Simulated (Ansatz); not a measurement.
The cell is C built on the lonsdaleite prototype; cell and atoms were relaxed with r2SCAN. The symmetry is P6_3/mmc (No. 194, hexagonal); a = 2.503 Å, c = 4.169 Å in the conventional setting, 5.66 Å³ an atom. C is surrounded by 4 C at 1.54–1.56 Å.

```cif
data_structure
_symmetry_space_group_name_H-M 'P6_3/mmc'
_symmetry_Int_Tables_number 194
_cell_length_a 2.5032
_cell_length_b 2.5032
_cell_length_c 4.1689
_cell_angle_alpha 90.000
_cell_angle_beta 90.000
_cell_angle_gamma 120.000
_cell_volume 22.62
loop_
_atom_site_label
_atom_site_type_symbol
_atom_site_symmetry_multiplicity
_atom_site_Wyckoff_symbol
_atom_site_fract_x
_atom_site_fract_y
_atom_site_fract_z
_atom_site_occupancy
C1 C 4 f 0.33333 0.66667 0.56273 1
```

The questions ask for values computed with the plane-wave code Ansatz on this geometry. (Simulation; spin polarisation is off.)

Given (12×12×6 mesh): PBE gives an indirect gap of 3.32 eV, from Γ to K; the least direct gap is 4.99 eV at Γ.

(1) Estimate the gap with r2SCAN on 12×12×6.

(2) How does the gap change from PBE to HSE06 (9×9×4)?

(3) What does DDH-PBE0 give for the gap (9×9×4 mesh)?

(4) How does the gap change from PBE to Hartree-Fock (9×9×4)?

(5) What does G0W0@PBE with 167 empty bands, a screening cutoff of 220 eV and a 6×6×4 mesh give?

(6) Roughly how does the cost of the DDH-PBE0 run (9×9×4) compare with r2SCAN's (12×12×6)?

(7) Relaxed again with PBEsol, is the cell stable at the zone centre, and where do its optical modes lie?

(8) How do the levels compare, in gap and in cost?

Results:

(1) The r2SCAN gap is indirect, 3.60 eV (Γ to K), below the direct gap of 5.24 eV at Γ. The gap differs by +0.28 eV from PBE's.

(2) HSE06 gives an indirect gap of 4.38 eV, from Γ to K; the least direct gap is 6.34 eV at Γ. The gap differs by +1.06 eV from PBE's.

(3) DDH-PBE0 gives an indirect gap of 4.58 eV, from Γ to K; the least direct gap is 6.44 eV at Γ. The share of exact exchange is 0.174. The gap differs by +1.26 eV from PBE's.

(4) Hartree-Fock gives an indirect gap of 11.50 eV, from Γ to K; the least direct gap is 14.06 eV at Γ. The gap differs by +8.18 eV from PBE's.

(5) 4.57 eV (the shift on the mesh added to PBE's least gap). Over the mesh points the PBE gap of 3.32 eV becomes a quasiparticle gap of 4.57 eV (Γ to K), a change of +1.25 eV. Renormalisation factors Z lie between 0.78 and 0.85. G0W0 here is at a finite number of bands, screening cutoff and k mesh, not at the basis limit.

(6) About 24 times as much (2.5 core-minutes against 6 core-seconds, on a shared machine).

(7) All optical modes at Γ are real, from 523 to 1311 cm⁻¹ without the longitudinal term; this says nothing of other wave vectors. The long-range field leaves the highest mode where it is. By the program's warning the force constants, and with them frequencies and ε⁰, aren't converged on this mesh.

(8) Taking G0W0@PBE (167 empty bands, 220 eV, 6×6×4), 4.57 eV, as the yardstick (a computed one, not at the basis limit), DDH-PBE0 comes nearest, +0.01 eV off, at about 24 times r2SCAN's cost; G0W0 itself took about 27 times r2SCAN's cost. The others: HSE06 -0.19, PBE0 +0.56, r2SCAN0 +0.70, r2SCAN -0.97, PBE -1.25, LDA -1.45, Hartree-Fock +6.93 eV. The yardstick still moved by +0.24 eV in its last step of bands and cutoff, so this order can change. r2SCAN covers 26 % of the step from PBE to HSE06, while HSE06 needs about 17 times r2SCAN's cost (on a coarser mesh). Among these functionals the gap stays indirect.

The meshes of the hybrids are coarse, so their gaps aren't converged to the digits shown.
